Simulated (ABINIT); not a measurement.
**MgTe in ABINIT: convergence with smearing width**

Crystal: MgTe.

```
Te Mg
1.0
     0.00000    3.23200    3.23200
     3.23200    0.00000    3.23200
     3.23200    3.23200    0.00000
Te Mg
1 1
Direct
  0.25000 0.25000 0.25000
  0.00000 0.00000 0.00000
```

The cell comes from a database or a generator and needn't be the stable form of this composition.

| Property | Result |
| --- | --- |
| Program | ABINIT 10.8.3 (patched build) |
| Task | single point |
| Functional | r2SCAN |
| Potentials or basis | SG15 NC PBE v1.2 |
| Cutoff | 1361 eV |
| k mesh | 5 × 5 × 5 |
| Occupations | fermi-dirac, width 0.272 eV |
| Spin | no spin polarisation |

These are the settings of the first run; the series varies smearing width, with any setting tied to it.

Hardware: 1 thread of Arm Neoverse V1, with other jobs on the host.

| smearing width | energy less the tightest run, at zero smearing (meV/atom) | SCF cycles | CPU time (s) | peak memory (GiB) |
| --- | --- | --- | --- | --- |
| 0.272 eV | 0.51 | 10 | 170 | 0.16 |
| 0.2 eV | 0.04 | 10 | 170 | 0.16 |
| 0.136 eV | 0.00 | 10 | 170 | 0.16 |
| 0.1 eV | 0.00 | 10 | 170 | 0.16 |
| 0.05 eV | 0.00 | 10 | 170 | 0.16 |
| 0.025 eV | 0.00 | 10 | 170 | 0.16 |
| 0.01 eV | 0.00 | 10 | 170 | 0.16 |

Against the tightest run, the energy stays within 1 meV/atom from 0.272 eV on. The tightest run that finished is the yardstick and may itself not be fully converged.
